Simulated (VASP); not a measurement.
# TiSi2 (P1) in VASP: single point with PBE

Aim: the single point of TiSi2 with PBE.

Program: VASP 6.6.1. These are calculated values, not measurements. Logs are shortened: lines on timing, memory, paths and dates and some standing lists are left out, and cuts for length are marked.

## Step 1: The crystal as given

The typed cell holds 6 atoms: a = 3.719 Å, b = 3.712 Å, c = 6.966 Å, α = 74.50°, β = 74.53°, γ = 89.66°.

The cell was built by a generator and needn't be a form met in nature.

## Step 2: Single point, PBE

INCAR

```
SYSTEM = TiSi2
  PREC = Accurate
  ENCUT = 520
  EDIFF = 1E-6
  ISMEAR = -1
  SIGMA = 0.1
  LREAL = .False.
  LASPH = .True.
  NELM = 100
  ALGO = Normal
  ISIF = 2
  LWAVE = .False.
  LCHARG = .True.
  GGA = PE
  LELF = .True.
  LVHAR = .True.
  NBANDS = 29
```

KPOINTS

```
Automatic mesh
0
Gamma
  5 5 3
  0.5 0.5 0
```

POSCAR

```
TiSi2
1.0
    0.0109170000      3.7187980000      0.0035820000
    3.7121960000      0.0109170000      0.0017300000
    1.8585620000      1.8586570000     -6.4508990000
Ti Si
2 4
Direct
    0.0179600000      0.0124330000      0.9997730000
    0.7687000000      0.2649460000      0.4769360000
    0.4221330000      0.4357230000      0.1534040000
    0.1811560000      0.6491150000      0.6553640000
    0.3277900000      0.8174440000      0.3261990000
    0.5542220000      0.5712160000      0.8360900000
```

Potentials or basis: VASP PAW PBE potentials, release 64 (Ti_sv, Si).

On the command line:

```
$ cat potpaw_PBE.64/Ti_sv/POTCAR potpaw_PBE.64/Si/POTCAR > POTCAR
$ mpirun -np 1 vasp_std > vasp.out
```

OUTCAR:

```text
SYSTEM = TiSi2
   PREC = Accurate
   ENCUT = 520
   EDIFF = 1E-6
   ISMEAR = -1
   LREAL = .False.
   LASPH = .True.
   NELM = 100
   ISIF = 2
   GGA = PE

 ion  position               nearest neighbor table
   1  0.018  0.012  1.000-   6 2.67   5 2.74   3 2.75   3 2.77   6 2.78   4 2.81   3 2.85   3 2.86
                             5 2.88   6 2.88   4 2.98   6 3.01
   2  0.769  0.265  0.477-   5 2.71   3 2.78   5 2.78   4 2.80   5 2.81   3 2.81   4 2.81   5 2.90
                             4 2.93   6 2.94   4 2.94   6 3.01
   3  0.422  0.436  0.153-   6 2.05   5 2.06   5 2.27   1 2.75   1 2.77   2 2.78   2 2.81   1 2.85
                             1 2.86
   4  0.181  0.649  0.655-   6 2.08   5 2.13   6 2.31   2 2.80   1 2.81   2 2.81   2 2.93   2 2.94
                             1 2.98
   5  0.328  0.817  0.326-   3 2.06   4 2.13   3 2.27   2 2.71   1 2.74   2 2.78   2 2.81   1 2.88
                             2 2.90
   6  0.554  0.571  0.836-   3 2.05   4 2.08   4 2.31   1 2.67   1 2.78   1 2.88   2 2.94   1 3.01
                             2 3.01

  LATTYP: Found a triclinic cell.
 ALAT       =     3.7188157492
 B/A-ratio  =     1.4088005536
 C/A-ratio  =     1.8731345114
 COS(alpha) =     0.0000185072
 COS(beta)  =     0.2667144250
 COS(gamma) =     0.7056595521

  Lattice vectors:

 A1 = (  -0.0109170000,  -3.7187980000,  -0.0035820000)
 A2 = (   3.7012790000,  -3.7078810000,  -0.0018520000)
 A3 = (  -1.8585620000,  -1.8586570000,   6.4508990000)

Analysis of symmetry for initial positions (statically):
=====================================================================
 Subroutine PRICEL returns:
 Original cell was already a primitive cell.

 Routine SETGRP: Setting up the symmetry group for a
 triclinic supercell.

 Subroutine GETGRP returns: Found  1 space group operations
 (whereof  1 operations were pure point group operations)
 out of a pool of  2 trial point group operations.

The static configuration has the point symmetry C_1 .

Analysis of symmetry for dynamics (positions and initial velocities):
=====================================================================
 Subroutine PRICEL returns:
 Original cell was already a primitive cell.

 Routine SETGRP: Setting up the symmetry group for a
 triclinic supercell.

 Subroutine GETGRP returns: Found  1 space group operations
 (whereof  1 operations were pure point group operations)
 out of a pool of  2 trial point group operations.

The dynamic configuration has the point symmetry C_1 .

 Subroutine INISYM returns: Found  1 space group operations
 (whereof  1 operations are pure point group operations),
 and found     1 'primitive' translations

----------------------------------------------------------------------------------------

                                     Primitive cell

  volume of cell :      89.0899

  direct lattice vectors                    reciprocal lattice vectors
     0.010917000  3.718798000  0.003582000    -0.000826581  0.268832140  0.077218770
     3.712196000  0.010917000  0.001730000     0.269348824 -0.000865214  0.077352529
     1.858562000  1.858657000 -6.450899000     0.000071775  0.000149043 -0.154953532

  length of vectors
     3.718815749  3.712212456  6.965842121     0.279703667  0.280237312  0.154953620

  position of ions in fractional coordinates (direct lattice)
     0.017960000  0.012433000  0.999773000
     0.768700000  0.264946000  0.476936000
     0.422133000  0.435723000  0.153404000
     0.181156000  0.649115000  0.655364000
     0.327790000  0.817444000  0.326199000
     0.554222000  0.571216000  0.836090000

  ion indices of the primitive-cell ions
   primitive index   ion index
                 1           1
                 2           2
                 3           3
                 4           4
                 5           5
                 6           6

----------------------------------------------------------------------------------------

 KPOINTS: Automatic mesh

Automatic generation of k-mesh.
 Grid dimensions read from file:
 generate k-points for:    5    5    3

 Generating k-lattice:

  Cartesian coordinates                     Fractional coordinates (reciprocal lattice)
    -0.000165316  0.053766428  0.015443754     0.200000000  0.000000000  0.000000000
     0.053869765 -0.000173043  0.015470506     0.000000000  0.200000000  0.000000000
     0.000023925  0.000049681 -0.051651177    -0.000000000 -0.000000000  0.333333333

  Length of vectors
     0.055940733  0.056047462  0.051651207

  Shift w.r.t. Gamma in fractional coordinates (k-lattice)
     0.500000000  0.500000000  0.000000000

 Subroutine IBZKPT returns following result:
 ===========================================

 Found     38 irreducible k-points:

 Following reciprocal coordinates:
            Coordinates               Weight
  0.100000  0.100000  0.000000      2.000000
  0.300000  0.100000 -0.000000      2.000000
  0.500000  0.100000  0.000000      2.000000
 -0.300000  0.100000 -0.000000      2.000000
 -0.100000  0.100000  0.000000      2.000000
  0.100000  0.300000 -0.000000      2.000000
[... 16 lines left out ...]
 -0.100000  0.300000  0.333333      2.000000
  0.100000  0.500000  0.333333      2.000000
 [... further k-points ...]
   k-points           NKPTS =     38   k-points in BZ     NKDIM =     38   number of bands    NBANDS=     29
   number of dos      NEDOS =    301   number of ions     NIONS =      6
   total plane-waves  NPLWV =  42336
   dimension x,y,z NGX =    28 NGY =   28 NGZ =   54
   dimension x,y,z NGXF=    56 NGYF=   56 NGZF=  108
   ions per type =               2   4
   NGX,Y,Z   is equivalent  to a cutoff of  12.52, 12.54, 12.89 a.u.
   NGXF,Y,Z  is equivalent  to a cutoff of  25.03, 25.08, 25.78 a.u.
 SYSTEM =  TiSi2
   PREC   = accura    normal or accurate (medium, high low for compatibility)
   ISTART =      0    job   : 0-new  1-cont  2-samecut
   ICHARG =      2    charge: 1-file 2-atom 10-const
   ISPIN  =      1    spin polarized calculation?
   LNONCOLLINEAR =      F non collinear calculations
   LSORBIT =      F    spin-orbit coupling
   LASPH  =      T    aspherical Exc in radial PAW
   ENCUT  =  520.0 eV  38.22 Ry    6.18 a.u.   6.91  6.90 12.95*2*pi/ulx,y,z
   NELM   =    100;   NELMIN=  2; NELMDL= -5     # of ELM steps
   EDIFF  = 0.1E-05   stopping-criterion for ELM
   LREAL  =      F    real-space projection
   EDIFFG = 0.1E-04   stopping-criterion for IOM
   NSW    =      0    number of steps for IOM
   IBRION =     -1    ionic relax: 0-MD 1-quasi-New 2-CG
   NFREE  =      0    steps in history (QN), initial steepest desc. (CG)
   ISIF   =      2    stress and relaxation
   ISYM   =      2    0-nonsym 1-usesym 2-fastsym
   POTIM  = 0.5000    time-step for ionic-motion
   TEBEG  =    0.0;   TEEND  =   0.0 temperature during run
   PSTRESS=    0.0 pullay stress
   NELECT =      40.0000    total number of electrons
   NUPDOWN=      -1.0000    fix difference up-down
   EMIN   =  10.00;   EMAX   =-10.00  energy-range for DOS
   EFERMI =   0.00;   METHOD = LEGACY
   ISMEAR =    -1;   SIGMA  =   0.10  broadening in eV -4-tet -1-fermi 0-gaus
   EFERMI_NEDOS =   21; number of points for ismear=-14 and -15
   IALGO  =     38    algorithm
   IMIX   =      4    mixing-type and parameters
     AMIX     =   0.40;   BMIX     =  1.00
     AMIX_MAG =   1.60;   BMIX_MAG =  1.00
  volume/ion in A,a.u.               =      14.85       100.20
  Fermi-wavevector in a.u.,A,eV,Ry     =   1.253580  2.368923 21.381052  1.571463
  Thomas-Fermi vector in A             =   2.387426
   LORBIT       =      0    0 simple, 1 ext, 2 COOP (PROOUT), +10 PAW based schemes
   GGA     = PE    functional components
   LHFCALC =     F    Hartree Fock is set to
   AEXX    =    0.0000 exact exchange contribution
   IVDW    =     0    specifies the selected vdW correction
   LEPSILON=     F    determine dielectric tensor
   LRPA    =     F    only Hartree local field effects (RPA)
 non-spin polarized calculation
  energy-cutoff  :      520.00
  volume of cell :       89.09
 maximum number of plane-waves:      2415
   NGX = 13   NGY = 13   NGZ = 25

 number of electron      40.0000005 magnetization

 Free energy of the ion-electron system (eV)
  ---------------------------------------------------
  ext. energy  EPLUGINS =         0.00000000
  ---------------------------------------------------
  free energy    TOTEN  =       -36.08396291 eV

  energy without entropy =      -35.90499984  energy(sigma->0) =      -35.99448138

 E-fermi :  10.3414     XC(G=0): -11.3220

 val. band max:       10.3406403621   @ k =  -0.1000   0.5000   0.3333
 cond. band min:      10.3528170432   @ k =  -0.3000   0.5000   0.3333
 fundamental gap:      0.0121766811
 Fermi energy:        10.3413604758

 k-point     1 :       0.1000    0.1000    0.0000
  band No.  band energies     occupation
      1     -47.1283      2.00000
      2     -47.0921      2.00000
      3     -23.4375      2.00000
      4     -23.4124      2.00000
      5     -23.4081      2.00000
      6     -23.3850      2.00000
[... 21 lines left out ...]
     28      12.1712      0.00000
     29      12.8954      0.00000

 k-point     2 :       0.3000    0.1000   -0.0000
  band No.  band energies     occupation
      1     -47.1273      2.00000
      2     -47.0911      2.00000
      3     -23.4370      2.00000
      4     -23.4265      2.00000
      5     -23.4076      2.00000
      6     -23.4031      2.00000
[... 21 lines left out ...]
     28      12.8619      0.00000
     29      13.3554      0.00000

 k-point     3 :       0.5000    0.1000    0.0000
  band No.  band energies     occupation
      1     -47.1266      2.00000
      2     -47.0905      2.00000
      3     -23.4477      2.00000
      4     -23.4264      2.00000
      5     -23.4158      2.00000
      6     -23.4048      2.00000
[... 638 lines left out ...]
      5     -23.4084      2.00000
      6     -23.3955      2.00000
[... 21 lines left out ...]
     28      12.8598      0.00000
     29      13.5492      0.00000

 k-point    24 :       0.1000    0.5000    0.3333
  band No.  band energies     occupation
      1     -47.1266      2.00000
      2     -47.0905      2.00000
      3     -23.4500      2.00000
      4     -23.4258      2.00000
      5     -23.4086      2.00000
      6     -23.4016      2.00000
[... 21 lines left out ...]
     28      12.9966      0.00000
     29      13.3820      0.00000

 [... further k-points ...]

------------------------ aborting loop because EDIFF is reached ----------------------------------------

  FORCE on cell =-STRESS in cart. coord.  units (eV):
  Direction    XX          YY          ZZ          XY          YZ          ZX
  --------------------------------------------------------------------------------------
  -------------------------------------------------------------------------------------
  Total        3.7869835      1.7911312     16.5040337      0.3456583     -2.8678638     -2.9109774
  in kB       68.1044893     32.2114084    296.8058280      6.2162626    -51.5751909    -52.3505386
  external PRESSURE =     132.3739086 kB  Pullay stress =       0.0000000 kB

 VOLUME and BASIS-vectors are now :
 -----------------------------------------------------------------------------
  energy-cutoff  :      520.00
  volume of cell :       89.09
      direct lattice vectors                 reciprocal lattice vectors
     0.010917000  3.718798000  0.003582000    -0.000826581  0.268832140  0.077218770
     3.712196000  0.010917000  0.001730000     0.269348824 -0.000865214  0.077352529
     1.858562000  1.858657000 -6.450899000     0.000071775  0.000149043 -0.154953532

 POSITION                                       TOTAL-FORCE (eV/Angst)
 -----------------------------------------------------------------------------------
      1.90449      1.92516     -6.44935        -0.143062     -0.281633     -0.125905
      1.87834      3.74799     -3.07345        -0.286055     -0.120276     -0.015397
      1.90721      1.85971     -0.98733        -2.339685      0.348924     -1.588558
      3.62965      1.89887     -4.22592         0.116573     -2.456314     -0.470572
      3.64435      1.83420     -2.10169         2.560051      0.061742      0.114256
      3.68044      3.62128     -5.39056         0.092179      2.447557      2.086176
 -----------------------------------------------------------------------------------
    total drift:                                0.000537      0.000045      0.000006

  FREE ENERGIE OF THE ION-ELECTRON SYSTEM (eV)
  ---------------------------------------------------
  free  energy   TOTEN  =       -36.0839629120 eV

  energy  without entropy=      -35.9049998411  energy(sigma->0) =      -35.99448138
```

Wall time 49 s (1 thread of Intel Xeon 6975P-C (Granite Rapids), shared host); peak memory 0.23 GiB.

What came out:

* Free energy: -36.0840 eV
* Pressure: 13.2 GPa
* Largest force: 3.217 eV/Å
* Band gap on the k mesh: none (metal or under the smearing width)

Forces on the atoms (eV/Å):
```
Ti  -0.143 -0.282 -0.126
Ti  -0.286 -0.120 -0.015
Si  -2.340  0.349 -1.589
Si   0.117 -2.456 -0.471
Si   2.560  0.062  0.114
Si   0.092  2.448  2.086
```

Stress tensor (GPa, compression positive):
```
 6.81  0.62 -5.24
 0.62  3.22 -5.16
-5.24 -5.16 29.68
```

Caveat: forces of over 1 eV/Å show positions far from the minimum, so gaps and moduli don't describe the material at rest.
